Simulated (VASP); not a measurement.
# Ge (P6_3/mmc) in VASP: settings compared

One crystal, Ge, is run at these levels: PW91+D4, RPBE+D4, PBEsol, LDA; tasks: phonons, band structure.

Everything below comes from runs of VASP 6.6.1. Logs are shortened: lines on timing, memory, paths and dates and some standing lists are left out, and cuts for length are marked.

## 1. Starting point

Symmetry: P6_3/mmc, No. 194, hexagonal system. The conventional cell has a = 3.998 Å, b = 3.998 Å, c = 6.599 Å, α = 90.00°, β = 90.00°, γ = 120.00°. Around Ge (site symmetry 3m) lie 4 Ge at 2.45 to 2.47 Å.

This isn't the form of Ge at room conditions, which is diamond.

## 2. Phonons, PW91+D4

Input file POSCAR:

```
Ge
1.0
    3.9975858431      0.0000000000      0.0000000000
   -1.9987929216      3.4620108940      0.0000000000
    0.0000000000      0.0000000000      6.5993779500
Ge
4
Direct
    0.3333333333      0.6666666667      0.9370987500
    0.6666666667      0.3333333333      0.4370987500
    0.3333333333      0.6666666667      0.5629012500
    0.6666666667      0.3333333333      0.0629012500
```

Input file INCAR.step1:

```
PREC     = Accurate       # precision mode
ENCUT    = 350            # plane-wave cutoff, eV
EDIFF    = 1E-8           # SCF threshold, eV
ISMEAR   = -5             # smearing method
SIGMA    = 0.05           # smearing width, eV
LREAL    = Auto         
LASPH    = T              # aspherical terms in the spheres
NELM     = 100            # most SCF steps
ALGO     = Fast           # electronic algorithm
ISIF     = 3              # what is computed and relaxed
LWAVE    = F              # write WAVECAR
LCHARG   = F              # write CHGCAR
GGA      = 91             # functional
IVDW     = 13             # dispersion correction
VDW_S6   = 1.0          
VDW_S8   = 0.77283111   
VDW_A1   = 0.39581542   
VDW_A2   = 4.93405761   
NELMIN   = 8            
IBRION   = 2              # ionic algorithm
NSW      = 40             # ionic steps
EDIFFG   = -0.002         # ionic threshold
```

Input file INCAR.step2:

```
PREC     = Accurate       # precision mode
ENCUT    = 350            # plane-wave cutoff, eV
EDIFF    = 1E-8           # SCF threshold, eV
ISMEAR   = -5             # smearing method
SIGMA    = 0.05           # smearing width, eV
LREAL    = Auto         
LASPH    = T              # aspherical terms in the spheres
NELM     = 100            # most SCF steps
ALGO     = Fast           # electronic algorithm
ISIF     = 2              # what is computed and relaxed
LWAVE    = F              # write WAVECAR
LCHARG   = F              # write CHGCAR
GGA      = 91             # functional
IVDW     = 13             # dispersion correction
VDW_S6   = 1.0          
VDW_S8   = 0.77283111   
VDW_A1   = 0.39581542   
VDW_A2   = 4.93405761   
NELMIN   = 8            
IBRION   = 6              # ionic algorithm
NFREE    = 2            
POTIM    = 0.015          # step
NSW      = 1              # ionic steps
```

Input file KPOINTS:

```
regular mesh
0
Gamma
  6 6 3
```

Potentials or basis: VASP PAW PBE potentials, release 64 (Ge_d_GW).

Launch:

```bash
> cat potpaw_PBE.64/Ge_d_GW/POTCAR > POTCAR
> cp INCAR.step1 INCAR
> mpirun -np 1 vasp_std > vasp.out
> cp CONTCAR POSCAR
> cp INCAR.step2 INCAR
> mpirun -np 1 vasp_std > vasp.out
```

OUTCAR:

```text
PREC = Accurate
   ENCUT = 350
   EDIFF = 1E-8
   ISMEAR = -5
   LREAL = Auto
   LASPH = T
   NELM = 100
   ISIF = 2
   GGA = 91
   IVDW = 13
   NELMIN = 8
   IBRION = 6
   NFREE = 2
   POTIM = 0.015
   NSW = 1

 ion  position               nearest neighbor table
   1  0.333  0.667  0.937-   4 2.43   4 2.43   4 2.43   3 2.44
   2  0.667  0.333  0.437-   3 2.43   3 2.43   3 2.43   4 2.44
   3  0.333  0.667  0.563-   2 2.43   2 2.43   2 2.43   1 2.44
   4  0.667  0.333  0.063-   1 2.43   1 2.43   1 2.43   2 2.44

  LATTYP: Found a hexagonal cell.
 ALAT       =     3.9536231568
 C/A-ratio  =     1.6470770039

  Lattice vectors:

 A1 = (   3.9536231568,   0.0000000000,   0.0000000000)
 A2 = (  -1.9768115784,   3.4239380908,   0.0000000000)
 A3 = (   0.0000000000,   0.0000000000,   6.5119217837)

Analysis of symmetry for initial positions (statically):
=====================================================================
 Subroutine PRICEL returns:
 Original cell was already a primitive cell.

 Routine SETGRP: Setting up the symmetry group for a
 hexagonal supercell.

 Subroutine GETGRP returns: Found 24 space group operations
 (whereof 12 operations were pure point group operations)
 out of a pool of 24 trial point group operations.

The static configuration has the point symmetry D_3d.
 The point group associated with its full space group is D_6h.

Analysis of symmetry for dynamics (positions and initial velocities):
=====================================================================
 Subroutine PRICEL returns:
 Original cell was already a primitive cell.

 Routine SETGRP: Setting up the symmetry group for a
 hexagonal supercell.

 Subroutine GETGRP returns: Found 24 space group operations
 (whereof 12 operations were pure point group operations)
 out of a pool of 24 trial point group operations.

The dynamic configuration has the point symmetry D_3d.
 The point group associated with its full space group is D_6h.

 Subroutine INISYM returns: Found 24 space group operations
 (whereof 12 operations are pure point group operations),
 and found     1 'primitive' translations

----------------------------------------------------------------------------------------

                                     Primitive cell
[... 129 lines left out ...]

 Free energy of the ion-electron system (eV)
  ---------------------------------------------------
  ext. energy  EPLUGINS =         0.00000000
  ---------------------------------------------------
  free energy    TOTEN  =       -17.76009562 eV

  energy without entropy =      -17.76009562  energy(sigma->0) =      -17.76009562

------------------------ aborting loop because EDIFF is reached ----------------------------------------

  DFT-D4 for vdW energy calculation

  Edisp (eV):   -1.08922
[... 159 lines left out ...]
--------------------------------------- Ionic step        5  -------------------------------------------

 number of electron      55.9999985 magnetization

 Free energy of the ion-electron system (eV)
  ---------------------------------------------------
  ext. energy  EPLUGINS =         0.00000000
  ---------------------------------------------------
  free energy    TOTEN  =       -17.75847804 eV

  energy without entropy =      -17.75847804  energy(sigma->0) =      -17.75847804

 E-fermi :   3.2952     XC(G=0): -10.1272

 val. band max:        3.2936841911   @ k =   0.0000   0.0000   0.0000
 cond. band min:       3.2949099391   @ k =   0.0000   0.0000   0.0000
 fundamental gap:      0.0012257480
 Fermi energy:         3.2952239851

 k-point     1 :       0.0000    0.0000    0.0000
  band No.  band energies     occupation
      1     -21.9270      2.00000
      2     -21.9270      2.00000
      3     -21.8876      2.00000
      4     -21.8772      2.00000
      5     -21.8772      2.00000
      6     -21.8724      2.00000
[... 636 lines left out ...]
  FREE ENERGIE OF THE ION-ELECTRON SYSTEM (eV)
  ---------------------------------------------------
  free  energy   TOTEN  =       -18.8477431035 eV

  energy  without entropy=      -18.8477431035  energy(sigma->0) =      -18.84774310

 INTERNAL STRAIN TENSORS FROM DISPLACED ATOMS
 ============================================

 INTERNAL STRAIN TENSOR FOR ION    1 for displacements in x,y,z  (eV/Angst):
          X           Y           Z          XY          YZ          ZX
  --------------------------------------------------------------------------------
  x     0.00000    -0.00000    -0.00000   -10.73775    -0.00000     6.66622
  y   -10.73775    10.73775    -0.00000    -0.00000     6.66622    -0.00000
  z     6.03343     6.03343   -11.43040    -0.00000     0.00000     0.00000

 INTERNAL STRAIN TENSOR FOR ION    4 for displacements in x,y,z  (eV/Angst):
          X           Y           Z          XY          YZ          ZX
  --------------------------------------------------------------------------------
  x    -0.00000     0.00000     0.00000    10.73775     0.00000    -6.66622
  y    10.73775   -10.73775     0.00000     0.00000    -6.66622     0.00000
  z    -6.03343    -6.03343    11.43040     0.00000     0.00000     0.00000

 Eigenvectors and eigenvalues of the dynamical matrix
 ----------------------------------------------------

   1 f  =    9.219083 THz    57.925204 2PiTHz  307.515494 cm-1    38.127045 meV
             X         Y         Z           dx          dy          dz
     -0.000000  2.282625  6.102323     0.000000    0.000000   -0.500000
      1.976812  1.141313  2.846362     0.000000    0.000000   -0.500000
     -0.000000  2.282625  3.665560    -0.000000   -0.000000    0.500000
      1.976812  1.141313  0.409599    -0.000000   -0.000000    0.500000
[... 64 lines left out ...]
  11 f  =    0.000000 THz     0.000001 2PiTHz    0.000005 cm-1     0.000001 meV
             X         Y         Z           dx          dy          dz
     -0.000000  2.282625  6.102323     0.461664    0.189794   -0.029055
      1.976812  1.141313  2.846362     0.461664    0.189794   -0.029055
     -0.000000  2.282625  3.665560     0.461664    0.189794   -0.029055
      1.976812  1.141313  0.409599     0.461664    0.189794   -0.029055

  12 f/i=    0.000000 THz     0.000001 2PiTHz    0.000003 cm-1     0.000000 meV
             X         Y         Z           dx          dy          dz
     -0.000000  2.282625  6.102323    -0.191613    0.460250   -0.038135
      1.976812  1.141313  2.846362    -0.191613    0.460250   -0.038135
     -0.000000  2.282625  3.665560    -0.191613    0.460250   -0.038135
      1.976812  1.141313  0.409599    -0.191613    0.460250   -0.038135

 ELASTIC MODULI CONTR FROM IONIC RELAXATION (kBar)
 Direction    XX          YY          ZZ          XY          YZ          ZX
 --------------------------------------------------------------------------------
 XX        -714.4711    504.8530    198.5618      0.0000     -0.0000     -0.0000
 YY         504.8530   -714.4711    198.5618      0.0000      0.0000      0.0000
 ZZ         198.5618    198.5618   -376.1775     -0.0000     -0.0000     -0.0000
 XY           0.0000      0.0000     -0.0000   -609.6620      0.0000      0.0000
 YZ           0.0000      0.0000     -0.0000      0.0000   -135.2955      0.0000
 ZX          -0.0000      0.0000     -0.0000      0.0000      0.0000   -135.2953
 --------------------------------------------------------------------------------
```

OUTCAR.step1:

```text
PREC = Accurate
   ENCUT = 350
   EDIFF = 1E-8
   ISMEAR = -5
   LREAL = Auto
   LASPH = T
   NELM = 100
   ISIF = 3
   GGA = 91
   IVDW = 13
   NELMIN = 8
   IBRION = 2
[... 1054 lines left out ...]
 cond. band min:       3.2723552556   @ k =   0.0000   0.0000   0.0000
 fundamental gap:      0.0000034259
 Fermi energy:         3.2726361474

 k-point     1 :       0.0000    0.0000    0.0000
  band No.  band energies     occupation
      1     -21.9175      2.00000
      2     -21.9175      2.00000
      3     -21.8776      2.00000
      4     -21.8754      2.00000
      5     -21.8754      2.00000
      6     -21.8622      2.00000
[... 528 lines left out ...]
  FREE ENERGIE OF THE ION-ELECTRON SYSTEM (eV)
  ---------------------------------------------------
  free  energy   TOTEN  =       -18.9467930012 eV

  energy  without entropy=      -18.9467930012  energy(sigma->0) =      -18.94679300

 reached required accuracy - stopping structural energy minimisation
```

OSZICAR.step1:

```text
N       E                     dE             d eps       ncg     rms          rms(c)
DAV:   1     0.541801712830E+03    0.54180E+03   -0.25676E+04   980   0.315E+03
DAV:   2     0.809024440458E+02   -0.46090E+03   -0.45660E+03   932   0.699E+02
DAV:   3    -0.129490639509E+02   -0.93852E+02   -0.93242E+02  1116   0.236E+02
DAV:   4    -0.179492389200E+02   -0.50002E+01   -0.49966E+01  1060   0.713E+01
[... 118 lines left out ...]
RMM:   4    -0.178575687132E+02    0.90871E-07   -0.71608E-07  1024   0.956E-03    0.629E-04
RMM:   5    -0.178575686941E+02    0.19096E-07   -0.21726E-07  1020   0.478E-03    0.311E-04
RMM:   6    -0.178575686642E+02    0.29906E-07   -0.88330E-08   954   0.416E-03    0.604E-05
RMM:   7    -0.178575686561E+02    0.80545E-08   -0.33444E-08   670   0.185E-03    0.429E-05
RMM:   8    -0.178575686560E+02    0.12551E-09   -0.23857E-08   562   0.159E-03
   9 F= -.18946793E+02 E0= -.18946793E+02  d E =-.130352E-04
```

Run time: 13 min. Hardware: 1 thread of Intel Xeon Platinum 8488C (Sapphire Rapids), shared host; peak memory 0.23 GiB.

The run converged, but a check on its numbers failed (symmetry, net force, bounds or a known fault of this set-up), so they aren't taken as properties of the crystal.

Caveat: the cutoff lies under the usual one of these potentials, so the numbers hold a large basis-set error.

## 3. Band structure, RPBE+D4

Input file run.py:

```python
from ase.calculators.vasp import Vasp
from ase.dft.bandgap import bandgap
from ase.io import read

atoms = read('Ge.cif')
calc = Vasp(
    directory='calc',
    xc='rpbe',
    pp='PBE',
    setups='recommended',
    prec='Accurate',
    encut=520,
    ediff=1e-06,
    ismear=0,
    sigma=0.05,
    lreal=False,
    lasph=True,
    nelm=100,
    algo='Normal',
    isif=2,
    lwave=False,
    lcharg=True,
    ivdw=13,
    kpts=[8, 8, 4],
    gamma=True,
)
atoms.calc = calc

print('energy (eV):', atoms.get_potential_energy())
print('free energy (eV):', atoms.get_potential_energy(force_consistent=True))
efermi = calc.get_fermi_level()
print('Fermi level (eV):', efermi)
path = atoms.cell.bandpath(npoints=40, eps=1e-4)
print('path:', path.path)
calc.set(kpts=path.kpts, reciprocal=True, icharg=11, isym=0, lcharg=False)
calc.calculate(atoms)
print('gap on the path (eV):', bandgap(calc, efermi=efermi)[0])
print('direct gap on the path (eV):', bandgap(calc, efermi=efermi, direct=True)[0])
```

Input file Ge.cif:

```cif
data_Ge
_cell_length_a 3.99758584
_cell_length_b 3.99758584
_cell_length_c 6.59937795
_cell_angle_alpha 90.00000000
_cell_angle_beta 90.00000000
_cell_angle_gamma 120.00000000
_space_group_name_H-M_alt 'P1'
_space_group_name_Hall 'P 1'
_space_group_IT_number 1
loop_
_space_group_symop_operation_xyz
'x,y,z'
loop_
_atom_site_label
_atom_site_type_symbol
_atom_site_symmetry_multiplicity
_atom_site_Wyckoff_symbol
_atom_site_fract_x
_atom_site_fract_y
_atom_site_fract_z
_atom_site_occupancy
Ge1 Ge 1 a 0.3333333333 0.6666666667 0.9370987500 1
Ge2 Ge 1 a 0.6666666667 0.3333333333 0.4370987500 1
Ge3 Ge 1 a 0.3333333333 0.6666666667 0.5629012500 1
Ge4 Ge 1 a 0.6666666667 0.3333333333 0.0629012500 1
```

Potentials or basis: VASP PAW PBE potentials, release 64 (Ge_d).

Launch:

```bash
> python run.py
```

It took 2.2 min on 1 thread of Intel Xeon Platinum 8488C (Sapphire Rapids), shared host; peak memory 0.22 GiB.

Results (log left out):

```yaml
Band_gap_along_the_path: none (metal or under the smearing width)
Dispersion_energy_per_atom: -0.602 eV
```

Levels at the corners of the path, in eV from the Fermi level:
| point | band 25 | band 26 | band 27 | band 28 | band 29 | band 30 | band 31 | band 32 |
| --- | --- | --- | --- | --- | --- | --- | --- | --- |
| Γ | -1.58 | -0.26 | -0.09 | 0.01 | 0.01 | 0.01 | 2.18 | 2.18 |
| M | -4.65 | -3.16 | -2.89 | -1.55 | 0.52 | 1.62 | 3.55 | 3.63 |
| K | -5.04 | -3.55 | -3.55 | -3.28 | 1.48 | 4.52 | 4.52 | 5.05 |
| Γ | -1.58 | -0.26 | -0.09 | 0.01 | 0.01 | 0.01 | 2.18 | 2.18 |
| A | -0.96 | -0.96 | -0.96 | -0.96 | 0.67 | 0.67 | 3.29 | 3.29 |
| L | -2.64 | -2.64 | -2.51 | -2.51 | 0.52 | 0.52 | 2.07 | 2.07 |
| H | -4.35 | -4.35 | -2.12 | -2.12 | 1.21 | 1.21 | 4.12 | 4.12 |
| A | -0.96 | -0.96 | -0.96 | -0.96 | 0.67 | 0.67 | 3.29 | 3.29 |
| L | -2.64 | -2.64 | -2.51 | -2.51 | 0.52 | 0.52 | 2.07 | 2.07 |
| M | -4.65 | -3.16 | -2.89 | -1.55 | 0.52 | 1.62 | 3.55 | 3.63 |
| K | -5.04 | -3.55 | -3.55 | -3.28 | 1.48 | 4.52 | 4.52 | 5.05 |
| H | -4.35 | -4.35 | -2.12 | -2.12 | 1.21 | 1.21 | 4.12 | 4.12 |

Caveat: the log is that of the step along the path at fixed density, whose energy, stress, charges and moments have no meaning.

(Part 1 of 2 ends here.)
